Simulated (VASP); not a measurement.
# SiC (Moissanite 3C) (F-43m) in VASP: notebook, part 2 of 2

VASP 6.6.1. The steps go on from the part before.

**5. Single point, r2SCAN**

File INCAR:

```
PREC     = Accurate       # precision mode
ENCUT    = 400            # plane-wave cutoff, eV
EDIFF    = 1E-7           # SCF threshold, eV
ISMEAR   = 0              # smearing method
SIGMA    = 0.05           # smearing width, eV
LREAL    = F              # projectors in reciprocal space
LASPH    = T              # aspherical terms in the spheres
NELM     = 100            # most SCF steps
ALGO     = Normal         # electronic algorithm
ISIF     = 2              # what is computed and relaxed
LWAVE    = F              # write WAVECAR
LCHARG   = F              # write CHGCAR
METAGGA  = R2SCAN         # meta-GGA
LMIXTAU  = T            
ADDGRID  = F
```

File KPOINTS:

```
regular mesh
0
Gamma
  6 6 6
```

File POSCAR:

```
SiC
1.0
    0.0000000000      2.1790000000      2.1790000000
    2.1790000000      0.0000000000      2.1790000000
    2.1790000000      2.1790000000      0.0000000000
Si C
1 1
Direct
    0.0000000000      0.0000000000      0.0000000000
    0.7500000000      0.7500000000      0.7500000000
```

Potentials or basis: VASP PAW PBE potentials, release 64 (Si, C).

The run is started by

```
cat potpaw_PBE.64/Si/POTCAR potpaw_PBE.64/C/POTCAR > POTCAR
mpirun -np 1 vasp_std > vasp.out
```

OUTCAR:

```text
PREC = Accurate
   ENCUT = 400
   EDIFF = 1E-7
   ISMEAR = 0
   LREAL = F
   LASPH = T
   NELM = 100
   ISIF = 2
   METAGGA = R2SCAN

 Found     16 irreducible k-points:

 Following reciprocal coordinates:
            Coordinates               Weight
  0.000000  0.000000  0.000000      1.000000
  0.166667  0.000000  0.000000      8.000000
  0.333333  0.000000  0.000000      8.000000
  0.500000  0.000000  0.000000      4.000000
  0.166667  0.166667  0.000000      6.000000
  0.333333  0.166667  0.000000     24.000000
   k-points           NKPTS =     16   k-points in BZ     NKDIM =     16   number of bands    NBANDS=      8
   number of dos      NEDOS =    301   number of ions     NIONS =      2
   total plane-waves  NPLWV =   8000
   dimension x,y,z NGX =    20 NGY =   20 NGZ =   20
   dimension x,y,z NGXF=    40 NGYF=   40 NGZF=   40
   ions per type =               1   1
   NGX,Y,Z   is equivalent  to a cutoff of  10.79, 10.79, 10.79 a.u.
   NGXF,Y,Z  is equivalent  to a cutoff of  21.58, 21.58, 21.58 a.u.
 SYSTEM =  unknown system
   PREC   = accura    normal or accurate (medium, high low for compatibility)
   ISTART =      0    job   : 0-new  1-cont  2-samecut
   ICHARG =      2    charge: 1-file 2-atom 10-const
[... 60 lines left out ...]
 Fermi energy:         8.2776236238

 k-point     1 :       0.0000    0.0000    0.0000
  band No.  band energies     occupation
      1      -8.1956      2.00000
      2       7.9938      2.00000
      3       7.9938      2.00000
      4       7.9938      2.00000
      5      14.8154      0.00000
      6      15.8328      0.00000
      7      15.8328      0.00000
      8      15.8328      0.00000
[... 45 lines left out ...]
 k-point     6 :       0.3333    0.1667    0.0000
  band No.  band energies     occupation
      1      -6.2064      2.00000
      2       3.0011      2.00000
      3       6.1197      2.00000
      4       6.1664      2.00000
      5      13.4104      0.00000
      6      16.1996      0.00000
      7      17.6476      0.00000
      8      18.3338      0.00000

 [... further k-points ...]

------------------------ aborting loop because EDIFF is reached ----------------------------------------

  FORCE on cell =-STRESS in cart. coord.  units (eV):
  Direction    XX          YY          ZZ          XY          YZ          ZX
  --------------------------------------------------------------------------------------
  -------------------------------------------------------------------------------------
  Total       -0.1787969     -0.1787969     -0.1787969      0.0000000      0.0000000     -0.0000000
  in kB      -13.8442301    -13.8442301    -13.8442301      0.0000000      0.0000000     -0.0000000
  external PRESSURE =     -13.8442301 kB  Pullay stress =       0.0000000 kB

 VOLUME and BASIS-vectors are now :
 -----------------------------------------------------------------------------
  energy-cutoff  :      400.00
  volume of cell :       20.69
      direct lattice vectors                 reciprocal lattice vectors
     0.000000000  2.179000000  2.179000000    -0.229463056  0.229463056  0.229463056
     2.179000000  0.000000000  2.179000000     0.229463056 -0.229463056  0.229463056
     2.179000000  2.179000000  0.000000000     0.229463056  0.229463056 -0.229463056

 POSITION                                       TOTAL-FORCE (eV/Angst)
 -----------------------------------------------------------------------------------
      0.00000      0.00000      0.00000        -0.000000     -0.000000     -0.000000
      3.26850      3.26850      3.26850         0.000000      0.000000      0.000000
 -----------------------------------------------------------------------------------
    total drift:                               -0.000002     -0.000002     -0.000002

  FREE ENERGIE OF THE ION-ELECTRON SYSTEM (eV)
  ---------------------------------------------------
  free  energy   TOTEN  =       -19.3254362615 eV

  energy  without entropy=      -19.3254362615  energy(sigma->0) =      -19.32543626
```

OSZICAR:

```text
N       E                     dE             d eps       ncg     rms          rms(c)
DAV:   1    -0.669480646800E+01   -0.66948E+01   -0.37185E+03   280   0.696E+02
DAV:   2    -0.220841206050E+02   -0.15389E+02   -0.14158E+02   384   0.914E+01
DAV:   3    -0.223172761906E+02   -0.23316E+00   -0.23316E+00   272   0.134E+01
[... 16 lines left out ...]
DAV:  20    -0.193254365077E+02   -0.53107E-06   -0.70249E-09   128   0.842E-04    0.805E-05
DAV:  21    -0.193254361861E+02    0.32159E-06   -0.31792E-09   128   0.754E-04    0.202E-05
DAV:  22    -0.193254363392E+02   -0.15304E-06   -0.23860E-10   128   0.162E-04    0.291E-05
DAV:  23    -0.193254362346E+02    0.10453E-06   -0.65053E-11   128   0.811E-05    0.307E-05
DAV:  24    -0.193254362615E+02   -0.26831E-07   -0.30601E-11   128   0.527E-05
   1 F= -.19325436E+02 E0= -.19325436E+02  d E =-.397834E-17
```

stdout:

```text
POSCAR found type information on POSCAR SiC
 POSCAR found :  2 types and       2 ions
 scaLAPACK will be used
 -----------------------------------------------------------------------------
|                                                                             |
|                                                                             |
|     You enforced a specific xc type in the INCAR file but a different       |
|     I HOPE YOU KNOW WHAT YOU ARE DOING!                                     |
|                                                                             |
 -----------------------------------------------------------------------------

 LDA part: xc-table for (None), standard interpolation
 POSCAR, INCAR and KPOINTS ok, starting setup
 FFT: planning ... GRIDC
 FFT: planning ... GRID_SOFT
 FFT: planning ... GRID
 WAVECAR not read
 entering main loop
```

Run time: 8.9 s. Hardware: 1 thread of Intel Xeon 6975P-C (Granite Rapids), shared host; peak memory 0.12 GiB.

These settings aren't checked as converged: the numbers below hold their error.

Results:

```
Free energy            : -19.3254 eV
Band gap on the k mesh : 1.71 eV, indirect (least direct gap 5.06 eV)
```

Caveat: the cutoff is under 1.25 times the usual one of these potentials, so pressure, stress and relaxed cells hold a basis-set (Pulay) error; the PAW data sets were made with another functional, which shifts forces and pressure a little.

**6. Single point, r2SCAN**

Changes to INCAR since step 5:

```diff
@@ -1,3 +1,3 @@
 PREC     = Accurate       # precision mode
-ENCUT    = 400            # plane-wave cutoff, eV
+ENCUT    = 650            # plane-wave cutoff, eV
 EDIFF    = 1E-7           # SCF threshold, eV
```

File KPOINTS:

```
regular mesh
0
Gamma
  5 5 5
```

POSCAR is that of step 5.

Potentials or basis: VASP PAW PBE potentials, release 64 (Si, C).

The run is started by

```
cat potpaw_PBE.64/Si/POTCAR potpaw_PBE.64/C/POTCAR > POTCAR
mpirun -np 1 vasp_std > vasp.out
```

Run time: 11 s. Hardware: 1 thread of Intel Xeon 6975P-C (Granite Rapids), shared host; peak memory 0.15 GiB.

These settings aren't checked as converged: the numbers below hold their error.

What came out:

```yaml
Free_energy: -19.2983 eV
Pressure: -0.6 GPa
Band_gap_on_the_k_mesh: 2.20 eV, indirect (least direct gap 5.32 eV)
```

Caveat: the k mesh is coarse (spacing up to 0.50 Å⁻¹), so the values aren't converged; the PAW data sets were made with another functional, which shifts forces and pressure a little; an odd mesh through Γ misses points on the zone boundary, where band edges often lie.
